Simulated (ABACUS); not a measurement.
BAs in ABACUS: the effect of basis

Crystal: BAs.

```
As B
1.0
     0.00000    2.37247    2.37247
     2.37247    0.00000    2.37247
     2.37247    2.37247    0.00000
As B
1 1
Direct
  0.75000 0.75000 0.75000
  0.00000 0.00000 0.00000
```

The cell isn't the ideal one: volume scaled by 0.98.

Alike in all runs:

```yaml
Program: ABACUS 3.10.1
Task: equation of state
Functional: PBE
Potentials_or_basis: PseudoDojo NC SR 0.4.1 PBE standard
k_mesh: 7 × 7 × 7
Occupations: fermi-dirac, width 0.05 eV
Spin: no spin polarisation
```

```tsv
basis	cutoff	gap on the mesh (eV)	pressure (GPa)
DZP	1361 eV	?	?
TZDP	1361 eV	1.20	6.2
pw	1143 eV	1.20	5.7
```

Question: What does the run with basis DZP give?

Answer: gap on the mesh 1.24 eV; pressure 8.7 GPa.

Caveats: an odd mesh through Γ misses points on the zone boundary, where band edges often lie; the atomic orbitals were generated for these runs and aren't a published set (some runs); the basis of atomic orbitals isn't converged, which shifts pressures, moduli and gaps (some runs).
